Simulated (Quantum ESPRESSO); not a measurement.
Crystal: GaP.

```xyz
2
Lattice="0.0000 2.7252 2.7252 2.7252 0.0000 2.7252 2.7252 2.7252 0.0000" Properties=species:S:1:pos:R:3 pbc="T T T"
Ga    0.0000    0.0000    0.0000
P     4.0879    4.0879    4.0879
```

| Item | Value |
| --- | --- |
| Program | Quantum ESPRESSO 7.5 |
| Task | single point |
| Functional | PBE |
| Potentials or basis | SSSP 1.3 efficiency PBE |
| Cutoff | 952 eV |
| Density cutoff | 7619 eV |
| k mesh | 8 × 8 × 8 |
| Occupations | fermi-dirac, width 0.05 eV |
| Spin | no spin polarisation |

On this cell: pressure 2.4 GPa; largest force zero by symmetry; band gap on the k mesh 1.64 eV, indirect (least direct gap 1.83 eV).

The same run follows on a disturbed copy (atoms moved at random, drawn with an rms of 0.05 Å):

```
Ga P
1.0
     0.00000    2.72525    2.72525
     2.72525    0.00000    2.72525
     2.72525    2.72525    0.00000
Ga P
1 1
Direct
  0.99861 0.98428 0.01741
  0.74762 0.74713 0.75281
```

Problem. What changes?

Solution. The energy moves by +7.4 meV/atom; pressure 2.5 GPa; largest force 0.556 eV/Å; band gap on the k mesh 1.45 eV, indirect (least direct gap 1.68 eV).

Forces in eV/Å, atoms in the order of the input:
```
Ga  -0.091 -0.435  0.334
P    0.091  0.435 -0.334
```

Stress tensor (GPa, compression positive):
```
 2.54  1.03 -1.34
 1.03  2.46 -0.28
-1.34 -0.28  2.49
```

A k mesh can miss the band edges.
